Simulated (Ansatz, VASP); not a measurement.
**As: VASP beside Ansatz**

The input INCAR:

```
SYSTEM = As
ALGO = Normal
EDIFF = 1E-6
ENCUT = 520
GGA = PE
ISIF = 2
ISMEAR = 0
LASPH = .True.
LCHARG = .False.
LREAL = .False.
LWAVE = .False.
NBANDS = 8
NELM = 60
PREC = Accurate
SIGMA = 0.1
```

Contents of KPOINTS:

```
k-points
0
Gamma
  16 16 16
  0 0 0
```

The input POSCAR:

```
As
1.0
    2.7919569534      0.0000000000      0.0000000000
    0.0000000000      2.7919569534      0.0000000000
    0.0000000000      0.0000000000      2.7919569534
As
1
Direct
    0.5000000000      0.5000000000      0.5000000000
```

Input for Ansatz:

```yaml
crystal:
  lattice:
    - [2.7919569534, 0.0, 0.0]
    - [0.0, 2.7919569534, 0.0]
    - [0.0, 0.0, 2.7919569534]
  atoms:
    - { symbol: As, position: [0.5, 0.5, 0.5] }
basis:
  ecutwfc: 420
kpoints:
  mp_grid: { grid: [16, 16, 16] }
hamiltonian:
  xc: pbe
scf:
  occupations: { method: gaussian, width: 0.1 }
output:
  forces: true
  stress: true
  eigenvalues: true
  populations: true
```

Alike in both runs: task single point; functional PBE; k mesh 16 × 16 × 16; occupations gaussian, width 0.1 eV; no spin polarisation.

|  | VASP | Ansatz |
| --- | --- | --- |
| version | VASP 6.6.1 | Ansatz 0.2.0 |
| potentials or method | VASP PAW PBE potentials, release 64 (As) | scalar-relativistic, plane waves, PAW |
| plane-wave cutoff (eV) | 520 | 420 |
| valence electrons in the cell | 5 | 15 |

Ansatz gave:

```
gap on the k mesh at the Fermi level (eV) : none
pressure (GPa)                            : -4.7
```

Question: Which values does VASP return?

Answer: gap on the k mesh at the Fermi level (eV): none; pressure (GPa): -4.6.

A gap of «none» marks a metal or a gap that the smearing closes. The functional is the same, so the differences come from potentials, cutoffs and numerics. The two sets of potentials don't hold the same shells in valence.
